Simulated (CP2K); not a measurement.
Cu2O (Cuprite), 6 atoms in the cell. The structure is cubic, space group Pn-3m (No. 224). Conventional cell: a = 4.260 Å, b = 4.260 Å, c = 4.260 Å, α = 90.00°, β = 90.00°, γ = 90.00°. Cu (site symmetry -3m) is surrounded by 2 O at 1.84 Å. O (site symmetry -43m) is surrounded by 4 Cu at 1.84 Å. 

```yaml
Program: CP2K 2026.2
Task: single point
Functional: PBE
Potentials_or_basis: POTENTIAL_UZH Cu GTH-PBE-q11, O GTH-PBE-q6; TZVP-MOLOPT-PBE-GTH basis
Density_cutoff: 8163 eV
k_mesh: 6 × 6 × 6
Occupations: gaussian, width 0.013 eV
Spin: no spin polarisation
SCF_solver: diagonalisation with k points
Quickstep_method: GPW
EPS_DEFAULT: 1.0E-10
EPS_SCF: 1.0E-6
MAX_SCF: 100
SCF_GUESS: ATOMIC
k_points_reduced_by_the_point_group: yes
Mesh_centred_on_Gamma: yes
CHOLESKY: OFF
EPS_EIGVAL: 1.0E-7
MIXING_METHOD: BROYDEN_MIXING
MIXING_ALPHA: 0.4
NBUFFER: 8
NGRIDS: 5
Basis_sets: Cu TZVP-MOLOPT-PBE-GTH-q11, O TZVP-MOLOPT-PBE-GTH-q6
Potentials: Cu GTH-PBE-q11 of POTENTIAL_UZH, O GTH-PBE-q6 of POTENTIAL_UZH
ADDED_MOS: "[30]"
REL_CUTOFF_Ry: 60 Ry
MIXING_BETA_1/bohr: 1.5 1/bohr
CUTOFF_of_the_grids: 600 Ry
```

Potentials or basis: POTENTIAL_UZH Cu GTH-PBE-q11, O GTH-PBE-q6; TZVP-MOLOPT-PBE-GTH basis.

Run with:

```console
$ OMP_NUM_THREADS=1 cp2k.psmp -i cu2o_scf.inp -o cu2o_scf.out
```

Hardware: 1 thread of Arm Neoverse V1, with other jobs on the host.

Problem. Estimate the wall time of this run.

Solution. Wall time 3.4 min on 1 thread of Arm Neoverse V1, with other jobs on the host, peak memory 0.87 GiB. Counts: scf iterations 15, k points 20, basis 170, bands 58, force evaluations 1.
